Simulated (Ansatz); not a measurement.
## Pressure against volume: Se

```xyz
1
Lattice="2.8106 0.0000 0.0000 0.0000 2.8106 0.0000 0.0000 0.0000 2.8106" Properties=species:S:1:pos:R:3 pbc="T T T"
Se    0.0000    0.0000    0.0000
```

Structure from Materials Project entry mp-7755 (possibly hypothetical), not relaxed further.

All numbers are computed: DFT, PBEsol, all-electron LAPW, scalar-relativistic (Ansatz 0.2.0); DFT, PBEsol, PAW with Ansatz's default frozen-core files, scalar-relativistic (Ansatz 0.2.0).

For LAPW: a Γ-centred 12×12×12 k mesh, Fermi–Dirac smearing of 0.03 eV, basis error target 0.5 meV/atom, no spin polarisation. PAW takes a cutoff of 420 eV at this cell (files made with PBE, cores remade for this functional). The Ansatz runs share mesh, smearing and spin set-up. Plane-wave (PAW) pressures include the program's estimate of the Pulay term.

The cell above is scaled evenly, with fractional coordinates and shape held.

```csv
V/V(cell),V (Å³/atom),"P, LAPW (GPa)","P, PAW (GPa)"
0.9500,21.091,2.32,2.33
0.9750,21.646,?,?
1.0000,22.201,-1.93,-1.93
1.0250,22.756,-3.65,-3.64
1.0500,23.311,-5.13,-5.13
```

Task: Fill in the row V/V(cell) = 0.9750.

Result: P, LAPW (GPa) = 0.05, P, PAW (GPa) = 0.05.

Task: What do Birch–Murnaghan fits to the pressures give?

Result: LAPW: V0 = 21.66 Å³/atom, B0 = 82 GPa, B0′ = 4.6; PAW: V0 = 21.66 Å³/atom, B0 = 83 GPa, B0′ = 4.6.

PAW's V0 lies 0.01 % from the all-electron value and its B0 0.0 %. Symmetry fixes shape and coordinates here, so this is the relaxed modulus.
